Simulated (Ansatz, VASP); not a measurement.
**Two plane-wave programs on GaSb3**

The input INCAR:

```
SYSTEM = GaSb3
ALGO     = Normal         ! electronic algorithm
EDIFF    = 1E-6           ! SCF threshold, eV
ENCUT    = 520            ! plane-wave cutoff, eV
ISIF     = 2              ! what is computed and relaxed
ISMEAR   = 0              ! smearing method
LASPH    = .TRUE.         ! aspherical terms in the spheres
LCHARG   = .FALSE.        ! write CHGCAR
LREAL    = .FALSE.        ! projectors in reciprocal space
LWAVE    = .FALSE.        ! write WAVECAR
NBANDS   = 22             ! bands
NELM     = 80             ! most SCF steps
PREC     = Accurate       ! precision mode
SIGMA    = 0.15           ! smearing width, eV
```

Contents of KPOINTS:

```
k-points
0
G
  10 10 10
  0 0 0
```

The input POSCAR:

```
GaSb3
1.0
    0.0000000000      3.6526861122      3.3714292815
    3.6526861122      0.0000000000      3.3714292815
    3.6526861122      3.6526861122      0.0000000000
Ga Sb
1 3
Direct
    0.0000000000      0.0000000000      0.0000000000
    0.2500000000      0.2500000000      0.2500000000
    0.7500000000      0.7500000000      0.7500000000
    0.5000000000      0.5000000000      0.5000000000
```

Input for Ansatz:

```yaml
crystal:
  lattice:
    - [0.0, 3.6526861122, 3.3714292815]
    - [3.6526861122, 0.0, 3.3714292815]
    - [3.6526861122, 3.6526861122, 0.0]
  atoms:
    - { symbol: Ga, position: [0.0, 0.0, 0.0] }
    - { symbol: Sb, position: [0.25, 0.25, 0.25] }
    - { symbol: Sb, position: [0.75, 0.75, 0.75] }
    - { symbol: Sb, position: [0.5, 0.5, 0.5] }
basis:
  ecutwfc: 420
kpoints:
  mp_grid: { grid: [10, 10, 10] }
hamiltonian:
  xc: lda
  pseudopotentials: { kind: paw, azcp: { folder: soft_1 } }
scf:
  occupations: { method: gaussian, width: 0.15 }
output:
  forces: true
  stress: true
  eigenvalues: true
```

Alike in both runs: task single point; functional LDA; k mesh 10 × 10 × 10; occupations gaussian, width 0.15 eV; no spin polarisation.

|  | VASP | Ansatz |
| --- | --- | --- |
| version | VASP 6.6.1 | Ansatz 0.2.0 |
| potentials or method | VASP PAW LDA potentials, release 64 (Ga_d, Sb) | scalar-relativistic, plane waves, PAW |
| plane-wave cutoff (eV) | 520 | 420 |
| valence electrons in the cell | 28 | 58 |

```csv
,VASP,Ansatz,Ansatz less VASP
gap on the k mesh at the Fermi level (eV),none,none,-
pressure (GPa),4.7,4.5,-0.21
largest component of the traceless stress (GPa),0.82,0.80,-0.019
```

A gap of «none» marks a metal or a gap that the smearing closes. The two sets of potentials don't hold the same shells in valence. Ansatz warned: «pseudo_functional_mismatch».

The runs have no spin-orbit coupling, so splittings on Sb are missing.
